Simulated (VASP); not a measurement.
A run of VASP 6.6.1 is set up as follows.

POSCAR

```
GaS
1.0
    3.5795059832      0.0000000000      0.0000000000
   -1.7897529916      3.0999431145      0.0000000000
    0.0000000000      0.0000000000     15.5631240946
Ga S
4 4
Direct
    0.3333333333      0.6666666667      0.1716952312
    0.6666666667      0.3333333333      0.6716952312
    0.3333333333      0.6666666667      0.3283047688
    0.6666666667      0.3333333333      0.8283047688
    0.3333333333      0.6666666667      0.6028569206
    0.6666666667      0.3333333333      0.1028569206
    0.3333333333      0.6666666667      0.8971430794
    0.6666666667      0.3333333333      0.3971430794
```

The input INCAR.step1:

```
PREC = Accurate
ENCUT = 520
ISMEAR = 0
SIGMA = 0.01
LREAL = False
LASPH = True
NELM = 100
NBANDS = 48
GGA = PE
ALGO = Normal
EDIFF = 1E-4
LWAVE = True
LCHARG = False
```

INCAR.step2

```
PREC = Accurate
ENCUT = 520
EDIFF = 1E-6
ISMEAR = 0
SIGMA = 0.01
LREAL = False
LASPH = True
NELM = 100
ALGO = Normal
ISIF = 2
LWAVE = False
LCHARG = True
METAGGA = R2SCAN
LMIXTAU = True
LELF = True
LVHAR = True
NBANDS = 48
ISTART = 1
```

Contents of KPOINTS:

```
Automatic mesh
0
Gamma
  6 6 2
```

Potentials or basis: VASP PAW PBE potentials, release 64 (Ga_d, S).

Run with:

```bash
$ cat potpaw_PBE.64/Ga_d/POTCAR potpaw_PBE.64/S/POTCAR > POTCAR
$ cp INCAR.step1 INCAR
$ mpirun -np 1 vasp_std > vasp.out
$ cp INCAR.step2 INCAR
$ mpirun -np 1 vasp_std > vasp.out
```

Problem. What does it give for the band gap on the k mesh?

Solution. 1.92 eV, indirect (least direct gap 2.26 eV).

Problem. What does it give for the pressure?

Solution. 0.8 GPa.

Problem. Predict the largest force.

Solution. 0.022 eV/Å.

Forces in eV/Å, atoms in the order of the input:
```
Ga   0.000  0.000  0.006
Ga   0.000  0.000  0.006
Ga   0.000  0.000 -0.006
Ga   0.000  0.000 -0.006
S    0.000  0.000  0.022
S    0.000  0.000  0.022
S    0.000  0.000 -0.022
S    0.000  0.000 -0.022
```

Caveat: the PAW data sets were made with another functional, which shifts forces and pressure a little.

**Experimental background.**

From “Vapor-liquid-solid growth of highly-mismatched semiconductor nanowires with high-fidelity van der Waals layer stacking”, 2022, arxiv:2211.03366, for a bulk crystal of GaS at 300 K: band gap 2.53 eV (indirect).

Measured gap of GaS: 2.53 eV (indirect; 300 K; quoted in “Vapor-liquid-solid growth of highly-mismatched semiconductor nanowires with high-fidelity van der Waals layer stacking”, 2022, arxiv:2211.03366). This calculation gives 1.92 eV (-0.61 eV). 2 values of this kind are on record (2.53 to 2.59 eV); this one was drawn at random. Spin-orbit coupling on Ga is left out. The value is that of r2SCAN on a finite k mesh, which can miss the band edges, without temperature or zero-point motion.
